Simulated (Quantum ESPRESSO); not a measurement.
KBr: electronic dielectric constant by level of theory

```cif
data_structure
_symmetry_space_group_name_H-M 'P 1'
_symmetry_Int_Tables_number 1
_cell_length_a 4.6669
_cell_length_b 4.6669
_cell_length_c 4.6669
_cell_angle_alpha 60.000
_cell_angle_beta 60.000
_cell_angle_gamma 60.000
_cell_volume 71.87
loop_
_atom_site_label
_atom_site_type_symbol
_atom_site_fract_x
_atom_site_fract_y
_atom_site_fract_z
_atom_site_occupancy
Br1 Br 0.50000 0.50000 0.50000 1
K1 K 0.00000 0.00000 0.00000 1
```

```csv
rung,level,program and potentials,cutoff (eV),k mesh,task,spin,electronic dielectric constant,miss,notes
LDA,LDA,"Quantum ESPRESSO, PseudoDojo 0.4.1 SR LDA standard",980,"4 × 4 × 4, shifted",phonons,off,2.76,+16.9 %,cell relaxed first (32.31 Å³/atom)
GGA,AM05,"Quantum ESPRESSO, PseudoDojo 0.4.1 SR PBE standard",1007,"4 × 4 × 4, shifted",phonons,off,2.51,+6.4 %,potentials made for PBE; cell relaxed first (37.12 Å³/atom)
GGA,PBE,"Quantum ESPRESSO, GBRV 1.5 PBE",612,"4 × 4 × 4, shifted",phonons,off,2.51,+6.4 %,cell relaxed first (37.13 Å³/atom)
GGA,PBE,"Quantum ESPRESSO, PseudoDojo 0.4 FR PBE standard",1007,"6 × 6 × 6, shifted",dielectric tensor,"SOC, no magnetisation",(a),?,-
GGA,PBE,"Quantum ESPRESSO, PseudoDojo 0.4.1 SR PBE standard",1007,"4 × 4 × 4, shifted",phonons,off,2.50,+5.9 %,cell relaxed first (37.64 Å³/atom)
GGA,PW91,"Quantum ESPRESSO, PseudoDojo 0.4.1 SR PBE standard",1007,"4 × 4 × 4, shifted",phonons,off,2.50,+5.9 %,potentials made for PBE; cell relaxed first (37.56 Å³/atom)
GGA,revPBE,"Quantum ESPRESSO, PseudoDojo 0.4.1 SR PBE standard",1007,"4 × 4 × 4, shifted",phonons,off,2.36,+0.0 %,potentials made for PBE; cell relaxed first (40.76 Å³/atom)
non-local van der Waals functional,vdW-DF-cx,"Quantum ESPRESSO, PseudoDojo 0.4.1 SR PBE standard",1007,"4 × 4 × 4, shifted",phonons,off,2.55,+8.1 %,potentials made for PBE; cell relaxed first (36.04 Å³/atom)
```

The cell comes from a database and isn't always the measured one. Meshes differ between rows, which moves values too. All levels ran on this one cell, unrelaxed unless noted. Meshes are those of the run's cell of 2 atoms unless a note names another. Misses use the values as printed. Runs on faulty files, with rough fits or with known faults for this quantity aren't shown.

Measured: 2.36 (a printed reference work). The runs are for a static lattice.

Problem. Estimate the value left out from the other rows.

Solution. (a) 2.56, miss +8.5 %.
